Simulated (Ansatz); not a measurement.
# BaTiO$_{3}$: all-electron results

```
Ba Ti O
1.0
     3.98410    0.00000    0.00000
     0.00000    2.83705    2.84580
     0.00000   -2.83705    2.84580
Ba Ti O
1 1 3
Direct
  0.00000 0.00000 0.00000
  0.50000 0.50790 0.50790
  0.00000 0.49210 0.49210
  0.50000 0.50251 0.99371
  0.50000 0.99371 0.50251
```

Atom numbers follow the list: Ba1, Ti2, O3, O4, O5.

The cell is COD entry 9016084, as deposited and not checked against the literature; nothing was relaxed.

Spin–orbit coupling is left out, though it moves levels of the heavy atoms by tenths of an eV or more.

Methods: DFT, PBE, all-electron LAPW, scalar-relativistic (Ansatz 0.2.0); DFT, PBE, PAW with Ansatz's default frozen-core files, scalar-relativistic (Ansatz 0.2.0).

For LAPW: a Γ-centred 8×8×8 k mesh, Fermi–Dirac smearing of 0.05 eV, basis error target 1 meV/atom, no spin polarisation. PAW takes a cutoff of 420 eV at this cell. The Ansatz runs share mesh, smearing and spin set-up. Values come from LAPW unless marked.

```json
{
  "Pressure at this cell": "1.93 GPa",
  "Band gap": "1.85 eV, indirect from A0 (0.5, 0.498, -0.498) to Γ",
  "Smallest direct gap on the path": "1.99 eV",
  "Löwdin charges (with 0.35 e of the cell spilling out of the atomic basis, so their sizes and signs hang on that basis)": "Ba1 1.79, Ti2 1.23, O3 -0.89, O4 -0.89 e",
  "Bader charges (from the PAW run)": "Ba1 +1.53, Ti2 +2.22, O3 -1.25, O4 -1.25 e",
  "Volume per atom": "12.87 Å³"
}
```

Stress xx, yy, zz (compression positive): what does the calculation give?

2.61, 1.94, 1.24 GPa.

Largest force: what does the calculation give?

0.201 eV/Å on Ti2.
